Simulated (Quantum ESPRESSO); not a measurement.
**CoO: single point with PBE**

Crystal: CoO.

```xyz
2
Lattice="0.0000 2.3436 2.3436 2.3436 0.0000 2.3436 2.3436 2.3436 0.0000" Properties=species:S:1:pos:R:3 pbc="T T T"
Co    0.0035    0.0118    0.0065
O     1.1960    1.1980    1.1257
```

The cell comes from a database or a generator and needn't be the stable form of this composition.

The cell isn't the ideal one: atoms moved at random, drawn with an rms of 0.05 Å.

```yaml
Program: Quantum ESPRESSO 7.5
Task: single point
Functional: PBE
Potentials_or_basis: SSSP 1.3 efficiency PBE
Cutoff: 748 eV
Density_cutoff: 5987 eV
k_mesh: 10 × 10 × 10
Occupations: fermi-dirac, width 0.05 eV
Spin: collinear spin, ferromagnetic start
Starting_moments: "[2.0, 0.0] μB"
```

```json
{
  "Pressure": "-13.1 GPa",
  "Largest force": "0.166 eV/Å",
  "Band gap on the k mesh": "none (metal or under the smearing width)",
  "Net moment": "3.00 μB per cell",
  "Absolute moment": "3.01 μB per cell",
  "Site moments": "Co +2.43; O +0.34 μB",
  "Valence electrons inside the program's atomic spheres": "Co 14.26; O 5.38"
}
```

Forces in eV/Å, atoms in the order of the input:
```
Co   0.070  0.060 -0.138
O   -0.070 -0.060  0.138
```

Stress tensor (GPa, compression positive):
```
-13.11   1.10  -0.43
  1.10 -13.10  -0.52
 -0.43  -0.52 -13.22
```

Levels at points of the mesh, in eV from the Fermi level:
Spin up:
| k point | band 9 | band 10 | band 11 | band 12 | band 13 | band 14 | band 15 | band 16 | band 17 | band 18 |
| --- | --- | --- | --- | --- | --- | --- | --- | --- | --- | --- |
| (0.00, 0.00, 0.00) | -2.59 | -2.58 | -0.29 | -0.23 | -0.12 | 0.02 | 13.11 | 13.12 | 13.16 | 18.89 |
| (0.00, 0.00, -0.50) | -2.81 | -2.55 | -2.54 | -1.04 | -0.99 | 5.03 | 6.49 | 12.59 | 12.80 | 16.08 |
| (0.00, -0.50, -0.50) | -3.19 | -2.35 | -2.03 | -1.94 | -1.93 | 4.74 | 8.65 | 10.38 | 13.03 | 13.11 |
| (0.50, 0.50, 0.50) | -2.74 | -2.54 | -2.50 | -0.96 | -0.86 | 5.02 | 6.41 | 12.44 | 12.87 | 16.16 |
| (-0.50, 0.00, 0.00) | -2.66 | -2.53 | -2.48 | -0.83 | -0.76 | 5.01 | 6.33 | 12.44 | 12.78 | 16.25 |
| (0.00, -0.50, 0.00) | -2.67 | -2.54 | -2.48 | -0.85 | -0.77 | 5.01 | 6.35 | 12.43 | 12.80 | 16.23 |
| (-0.50, 0.00, -0.50) | -3.19 | -2.35 | -2.02 | -1.95 | -1.93 | 4.74 | 8.65 | 10.38 | 13.04 | 13.11 |
| (-0.50, -0.50, 0.00) | -3.19 | -2.35 | -2.09 | -1.93 | -1.88 | 4.75 | 8.66 | 10.40 | 12.99 | 13.12 |
Spin down:
| k point | band 8 | band 9 | band 10 | band 11 | band 12 | band 13 |
| --- | --- | --- | --- | --- | --- | --- |
| (0.00, 0.00, 0.00) | -4.18 | -0.34 | -0.34 | 0.33 | 2.20 | 2.30 |
| (0.00, 0.00, -0.50) | -3.99 | -0.18 | -0.11 | 0.12 | 1.38 | 1.41 |
| (0.00, -0.50, -0.50) | -3.89 | -0.56 | -0.03 | 0.09 | 0.85 | 0.90 |
| (0.50, 0.50, 0.50) | -4.07 | -0.22 | -0.09 | 0.23 | 1.48 | 1.54 |
| (-0.50, 0.00, 0.00) | -4.18 | -0.20 | -0.11 | 0.33 | 1.62 | 1.66 |
| (0.00, -0.50, 0.00) | -4.16 | -0.21 | -0.10 | 0.31 | 1.60 | 1.64 |
| (-0.50, 0.00, -0.50) | -3.90 | -0.56 | -0.03 | 0.09 | 0.85 | 0.90 |
| (-0.50, -0.50, 0.00) | -3.81 | -0.59 | -0.03 | 0.10 | 0.81 | 0.95 |

Run time: 9.9 min on 1 thread of Arm Neoverse V1 (shared host), peak memory 0.53 GiB.

Caveat: a cell with one magnetic atom can't hold antiferromagnetic order, which such compounds often take; semilocal functionals often make such compounds metallic where correlation or magnetic order opens a gap, which also shifts bond lengths.
